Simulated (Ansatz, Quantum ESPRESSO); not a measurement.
# 2H-WSe2, 1 layer: the energy at a withheld member of a series

**Set-up.** Quantum ESPRESSO 7.5, PBE, GBRV ultrasoft. Cell and atoms are first relaxed; each strained cell is then held and the atoms relax in it. A periodic run with 15 Å of vacuum in the starting cell gives the vacuum levels, and bands follow along a path. The bands are repeated with spin-orbit coupling and fully relativistic files. The series steps biaxial strain. Energies count from the lowest.

```
biaxial strain  energy (eV)
          -4 %       0.1533
          -3 %       0.0853
          -2 %       0.0379
          -1 %       0.0099
           0 %       0.0000
           1 %       0.0072
           2 %       0.0302
           3 %       0.0684
```

**Question.** What is the energy at 4 %?

**Worked estimate.** The rows at 2 % and 3 % give a slope of (0.0684 − (0.0302))/(3 − (2)) = 0.0382, so a straight line gives 0.1066 eV. A parabola through these and the row at 1 % gives 0.1218 eV.

**Check.** 0.1208 eV. The line misses by −0.0142 and the parabola by +0.0010 eV. The parabola does better.

Caveats: Semilocal gaps are too small; the 1×1 cell can't ripple over many cells under compression as a free sheet would. These values are without spin-orbit coupling.

[Logs are printed without paths, hosts, clocks, repeated set-up lines and the standing remarks that a program may print on its own settings, such as how far it seeks lower states.]
